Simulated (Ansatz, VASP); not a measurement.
# One calculation of GaSb, two programs

```xyz
2
Lattice="0.0000 3.0254 3.0254 3.0254 0.0000 3.0254 3.0254 3.0254 0.0000" Properties=species:S:1:pos:R:3 pbc="T T T"
Ga    0.0000    0.0000    0.0000
Sb    4.5381    4.5381    4.5381
```

Alike in both runs: functional LDA; k mesh 12 × 12 × 12; occupations fermi-dirac, width 0.1 eV; no spin polarisation.

Ansatz relaxed the structure, and its values are those at the end. VASP's run is a single point on that final structure, the one shown.

|  | VASP | Ansatz |
| --- | --- | --- |
| version | VASP 6.6.1 | Ansatz 0.2.0 |
| potentials or method | VASP PAW LDA potentials, release 64 (Ga_d, Sb) | PAW with Ansatz's default frozen-core files, scalar-relativistic |
| plane-wave cutoff (eV) | 520 | 420 |
| valence electrons in the cell | 18 | 28 |

|  | VASP | Ansatz | Ansatz less VASP |
| --- | --- | --- | --- |
| pressure (GPa) | 0.2 | 0.0 | -0.20 |

The two sets of potentials don't hold the same shells in valence.

The runs have no spin-orbit coupling, so splittings on Sb are missing.
